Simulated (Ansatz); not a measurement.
**One run on MnSb (I4/mmm): stretched by 7 % along z at fixed volume; anisotropy by the force theorem**

The calculation used DFT, PBE, all-electron PAW with datasets made for the crystal, scalar-relativistic (Ansatz).

Command: `ansatz run input.yaml --threads 2 --pin off --max-ram 4096MiB --backend cpu --events-out ev --progress --plain --runs-dir out`

```yaml
crystal:
  lattice:
    - [0.0, 2.7020439545, 2.99066712]
    - [2.7020439545, 0.0, 2.99066712]
    - [2.7020439545, 2.7020439545, 0.0]
  atoms:
    - { symbol: Mn, position: [0.0, 0.0, 0.0], spin: 3.7 }
    - { symbol: Sb, position: [0.5, 0.5, 0.5] }
magnetization:
  spin_polarized: true
kpoints:
  mp_grid: { grid: [11, 11, 11] }
scf:
  occupations: { method: fermi_dirac, width: 0.1 }
  lower_state_search: "off"
hamiltonian:
  xc: pbe
  pseudopotentials: { kind: all_electron, datasets: crystal }
output:
  eigenvalues: false
  eigenstates:
    nscf_kmesh: { grid: [16, 16, 16] }
    top_band: c31
    magnetocrystalline_anisotropy:
      directions: [[0.0, 0.0, 1.0], [0.70710678, -0.70710678, 0.0], [1.0, 0.0, 0.0]]
```

Output:

```
settings of this run that can trade accuracy for cost: output.eigenvalues: false. Do not mix this run's numbers with those of runs without the same settings; the input reference describes each key
hamiltonian.pseudopotentials.datasets: crystal makes datasets for this crystal and solves the spheres of its atoms anew in each pass: cutoff 290.0 eV, the density's 1160.0 eV; for an error of 0.50 meV an atom under PBE, 1.0 meV for the cell; an energy difference from a run of another recipe may be off by several times the error for the cell, under r2SCAN by more, where some 0.1 meV an atom stays a …
Engine: ansatz 0.2.0
Pseudopotentials: kind: all_electron
Pseudopotential: Mn, paw, valence charge 15, recommended cutoff 290 eV (normal), crystal/all_electron/pbe/scalar/gaussian/Mn, Koelling and Harmon's equation, gaussian nucleus
Pseudopotential: Sb, paw, valence charge 15, recommended cutoff 290 eV (normal), crystal/all_electron/pbe/scalar/gaussian/Sb, Koelling and Harmon's equation, gaussian nucleus
Functional definition: PBE
  parameter kappa = 0.804
  parameter beta = 0.06672455060314922
  exchange = pbe_x(kappa = kappa, mu = beta*pi^2/3)
  correlation = pbe_c(beta = beta)
Crystal: 2 atoms, lattice volume = 43.670 Å³
Basis set: ecut = 290 eV, 501 PW (Γ), exchange–correlation on 48×48×48 points (8 copies of the dense FFT grid, shifted against one another)
Bands: 21, of which v1, the nominal top of the filled ones, is band 15 counted from 1 (14 counted from 0)
Symmetry: 16 space group operations
Space group: I4/mmm (ITA 139), of the structure as read, at distance tolerance 3.5e-5 Å
Magnetic group: BNS 139.531 (UNI 1191), of the structure as read, at distance tolerance 3.5e-5 Å
k-points: 126 of 1331
Non-local potential: Mn, projectors of the file, l = 0: 2, l = 1: 2, l = 2: 2
Non-local potential: Sb, projectors of the file, l = 0: 1, l = 1: 1, l = 2: 2
PAW form: soft (Blöchl's): semilocal exchange-correlation on the pseudo side does not see the compensation charge
PAW one-centre angular grid: Mn, 590 points (default); XC on its mesh's 1925 points in the sphere
PAW one-centre angular grid: Sb, 590 points (default); XC on its mesh's 1863 points in the sphere
Initial density: superposition of atomic densities (chi_scale 0.1, normalization cell)
Starting moments: Σ|m| = 3.7 μB on 1 of 2 sites
Initial wavefunctions: pseudopotential atomic-orbital guess
Functional: x = pbe(κ = 0.804, μ = 0.2195149727645171), c = pbe(β = 0.06672455060314922)
iter 1 solved again at ethr=2.56e-2 eV; its pass at ethr=1.00e-1 eV (dr2=7.68e0 eV) is discarded
SCF iter   1: F=—  HF=-207896.885164 eV  |F-HF|=—  |Δ(HF+E_count)|=         —  Δρ=6.38e-2 (↑6.38e-2 ↓5.57e-2)  dr2=7.74e0  dr2_m=6.45e-2  M=3.793 μB ∫|m|=3.961 μB  β_m=1.00  ethr=2.56e-2  ⟨swp⟩=2.0  Hψ=27062  notcnv=0
preconditioner: auto → Kerker (q_TF=auto, 2.563 Å⁻¹)  [metal: Δε(μ)=0.010 eV  Ē_g=7.708 eV  σ=0.100 eV  W_gap=0.02  n_scr=14 (ndim 8)  ℏωp=19.5 eV  f_vac=0.000  D(μ)=1.08/eV (n_scr^D=10)]
[...]
SCF iter  10: F=—  HF=-207895.938543 eV  |F-HF|=—  |Δ(HF+E_count)|=   3.26e-5  Δρ=5.40e-5 (↑5.40e-5 ↓5.19e-5)  dr2=3.50e-6  dr2_m=4.13e-8  M=3.786 μB ∫|m|=4.122 μB  β_m=0.95  ethr=6.92e-7  ⟨swp⟩=2.9  Hψ=9969  notcnv=0
SCF iter  11: F=—  HF=-207895.938546 eV  |F-HF|=—  |Δ(HF+E_count)|=   3.53e-6  Δρ=1.78e-5 (↑1.78e-5 ↓1.64e-5)  dr2=3.84e-7  dr2_m=7.31e-9  M=3.787 μB ∫|m|=4.122 μB  β_m=0.92  ethr=1.17e-8  ⟨swp⟩=3.1  Hψ=12203  notcnv=0
SCF iter  12: F=-207895.938546 eV  HF=-207895.938546 eV  |F-HF|=9.26e-9  |Δ(HF+E_count)|=   7.44e-8  Δρ=4.93e-6 (↑4.93e-6 ↓4.20e-6)  dr2=4.67e-8  dr2_m=9.04e-10  M=3.787 μB ∫|m|=4.122 μB  ethr=1.28e-9  ⟨swp⟩=3.0  Hψ=10474  notcnv=0
SCF 1 converged in 12 iterations: F = -207895.938546 eV  dr2 = 4.67e-8
  greatest PAW one-centre occupation: 1.013 electrons in one spin orbital (limit 2), on the Mn atom at site 0 (counted from 0), in its partial waves of l = 0
NSCF: frozen V_eff on 349 k-points
[...]
Magnetocrystalline anisotropy: 349 of 349 k-points coupled
SCF converged after 12 iterations
Magnetization: 3.7867 μB (16.8934 up, 13.1066 down)
Absolute magnetization: 4.1217 μB (∫|ρ↑−ρ↓|)
Spin contamination: 0.1241 ħ² per cell (⟨S²⟩ above its minimum at these occupations)
Per-site moments (μB) at R_I (Å): [(3.7075403944070646, 1.11459313123125), (-0.08635802449408744, 1.11459313123125)]
Free energy (F): -207895.938546 eV
Harris-Foulkes:  -207895.938546 eV  (|F-HF|=9.26e-9)
Internal energy: -207895.904186 eV  (E = F + TS)
E sigma→0 (E₀):  -207895.921366 eV
Entropy (-TS):   -0.034360 eV (-17.180 meV/atom)
Past the cutoff: waves up to 1.5 times it would add -0.000246 eV an atom, which no energy here includes
By the cutoff:   a pressure is off by up to 0.015 GPa (6 times that energy over an atom's volume, and 0.004 GPa: a bound that held against runs at twice the plane waves)
Past the cutoffs: a stress includes 0.0010 GPa for waves and charges beyond them
In the spheres:  the bands' charges fall short by 6.8e-7 e at most (sound up to 1e-3)
Fermi energy:    13.889196 eV
--- Per-component energies (eV) ---
  E_band       = -367.611104
  E_kinetic    = 198.437978
  E_local      = -2517.173913  (includes V_loc(G=0)·N_el)
  E_nonlocal   = -268.094783
  E_hartree    = 1237.685865
  E_xc         = -100.636474
  E_vxc        = -127.714650  (∫ρ·V_xc dr)
  E_paw        = -210512.235082  (= ΣΔE_a)
  E_vpaw       = -7471.907390  (= ΣTr[D̂ρ^β])
  E_ewald      = -3277.348089
  E_smearing   = -0.034360  (= −TS)
  E_closure    = 7343.460311  (closes the sum)
  Σ components = -207895.938546   (vs F -207895.938546, Δ=0.00e0)
  The terms above E_closure are by the made datasets' own strengths, without shells solved beside the bands.
--- Band table (eV; the first three rows and the last of 252) ---
  k-point 0 ↑: bands = ["-67.5828", "-36.4107", "-36.3037", "-36.3037", "-14.9386", "-14.9350", "-14.9078", "-14.9078", "-14.9024", "2.3003", "10.6931", "10.9086", "10.9086", "10.9931", "11.1882", "14.9905", "14.9905", "15.4348", "18.8864", "21.3892"]
  k-point 1 ↑: bands = ["-67.5828", "-36.4108", "-36.3040", "-36.3037", "-14.9380", "-14.9346", "-14.9077", "-14.9073", "-14.9013", "2.4102", "10.6693", "10.8551", "10.9147", "10.9624", "11.0961", "14.3023", "15.1470", "15.4114", "19.4502", "20.6800"]
  k-point 2 ↑: bands = ["-67.5827", "-36.4110", "-36.3047", "-36.3039", "-14.9367", "-14.9336", "-14.9073", "-14.9057", "-14.8981", "2.7340", "10.4810", "10.6567", "10.7890", "10.9844", "11.0228", "12.9855", "15.5389", "15.5507", "19.1644", "20.3012"]
  k-point 125 ↓: bands = ["-63.6261", "-32.4792", "-32.4789", "-32.4157", "-14.9577", "-14.9457", "-14.9294", "-14.9176", "-14.9172", "4.4418", "9.2139", "12.0407", "12.7522", "13.5912", "14.4545", "14.9910", "15.0567", "15.0850", "17.3295", "20.6067"]
settings of this run that can trade accuracy for cost: output.eigenvalues: false. Do not mix this run's numbers with those of runs without the same settings; the input reference describes each key
```

magnetocrystalline_anisotropy.tsv:

```
# direction_x	direction_y	direction_z	energy_mev	energy_tetrahedra_mev	beyond_first_order_mev	atom_0_mev	atom_1_mev	spread_mev	spread_tetrahedra_mev	orbital_0_along_direction_mub	orbital_1_along_direction_mub
# format = ansatz-magnetocrystalline-anisotropy/3
# nscf_kmesh_grid = 16 16 16
# nscf_kmesh_shift = 0 0 0
# n_bands = 46
# occupation_method = fermi_dirac
# smearing_width_ev = 0.1
# xc_rung = gga
# a1_ang = 0 2.702 2.9907
# a2_ang = 2.702 0 2.9907
# a3_ang = 2.702 2.702 0
# atom = 0 Mn 0 0 0
# atom = 1 Sb 0.5 0.5 0.5
# kernel_functional = own
# kernel_scale = 1.0229
# goldstone_residual = 0.012979
# bands_end_over_fermi_ev = 35.415
# easy_direction_run = 0
# easy_direction_tetrahedra = 0
0	0	1	0	0	0.00016206	0	0	0	0	0.05413	-0.0019069
0.70711	-0.70711	0	0.58944	0.65331	0.00014614	0.27354	0.32266	0.066827	0.37323	0.03348	-0.0018352
1	0	0	0.5864	0.64757	0.0001731	0.27306	0.31741	0.055096	0.34645	0.033524	-0.0018562
```

Site moments (μB): Mn1 3.71, Sb2 -0.09. Cell moment 3.79 μB.

The magnetic group in the log treats spin as a scalar label, without spin–orbit coupling.

The Ansatz runs typed with the search for lower states off end where their start leads. The program couldn't verify every level among the many empty bands that the force theorem sums over. The magnetic state is the one that this cell and start allow. It needn't be the compound's measured order, which may need a larger cell or be absent.

It took 89 s on 2 threads of Intel(R) Xeon(R) 6975P-C (Granite Rapids) (shared host), peak memory 1.7 GiB.
